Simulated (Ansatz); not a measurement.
# Te (P3_121) from LDA to hybrids

All numbers come from the PAW code Ansatz. No magnetic order and no zero-point or thermal motion.

The cell is a 3-atom cell of Te (P3_121) from a materials database; cell and atoms were relaxed with r2SCAN+rVV10. Space group P3_121 (No. 152), trigonal; conventional cell a = 4.471 Å, c = 5.949 Å, 34.33 Å³ an atom. Around Te lie 2 Te at 2.85 Å.

```
Te
1.0
     4.47126    0.00000    0.00000
    -2.23563    3.87222    0.00000
     0.00000    0.00000    5.94875
Te
3
Direct
  0.26419 0.00000 0.33333
  0.00000 0.26419 0.66667
  0.73581 0.73581 0.00000
```

Relaxed lattice by functional, symmetry kept:

| functional | k mesh | a (Å) | c (Å) | volume (Å³/atom) |
| --- | --- | --- | --- | --- |
| PBE-D3(BJ) | 6×6×4 | 4.324 | 5.972 | 32.24 |
| r2SCAN+rVV10 | 6×6×4 | 4.471 | 5.949 | 34.33 |
| PBE-D4 | 6×6×4 | 4.317 | 5.977 | 32.15 |

Band edges at fixed r2SCAN+rVV10 geometry:

| level | k mesh | gap (eV) | kind | edges | least direct gap (eV) | rough cost |
| --- | --- | --- | --- | --- | --- | --- |
| LDA | 6×6×4 | 0.09 | indirect | H–K (0.06) → H | 0.12 | 7 core-seconds |
| PBE+SOC | 6×6×4 | none (overlap 0.01) | – | – | – | 40 core-seconds |
| r2SCAN | 6×6×4 | 0.33 | indirect | H–K (0.06) → H | 0.36 | 22 core-seconds |
| r2SCANh | 6×6×4 | 0.68 | indirect | H–K (0.06) → H | 0.71 | 10 core-minutes |
| HSE06 | 6×6×4 | 0.60 | indirect | H–K (0.06) → H | 0.63 | 8 core-minutes |
| DDH-PBE0 | 6×6×4 | 0.24 | indirect | H–K (0.06) → H | 0.27 | 15 core-minutes |
| PBE0 | 6×6×4 | 1.14 | indirect | H–K (0.06) → H | 1.18 | 8 core-minutes |
| r2SCAN0 | 6×6×4 | 1.26 | indirect | H–K (0.06) → H | 1.29 | 12 core-minutes |

PBE+SOC: smearing of 0.02 eV; the others have fixed occupations.
Wave cutoffs: 420 eV, 500 eV (r2SCAN, r2SCANh, r2SCAN0).
Points off the special ones are mesh points or PBE's searched band edges, reused at the other levels. PBE's own run along the path (0.17 eV) came before the search for the edges and missed one, so it isn't listed. Set aside, since their points miss a band edge that the other levels read or their mesh is too coarse: HSE06+SOC. Gaps under 0.1 eV (LDA) can't be told from a closed one: the bands may be in normal order or already inverted, which a gap's size doesn't show.
Costs come from shared machines and give only the order. The runs had 4 threads of Intel(R) Xeon(R) Platinum 8259CL CPU @ 2.50GHz (Skylake/Cascade Lake) (shared host).

The HSE06 gap is indirect, 0.60 eV (H–K (0.06 of the way from H) to H), below the direct gap of 0.63 eV at H.

Direct and least gap lie within 0.04 eV at some levels, so the kind of gap isn't settled.

PBE (ground state on 6×6×4): ε∞: 33.91 along x and y, 53.19 along z. Born charges, averaged over directions: Te 0.00 e.

Only the levels marked +SOC include spin-orbit coupling.

The meshes of the hybrids are coarse, so their gaps aren't converged to the digits shown.
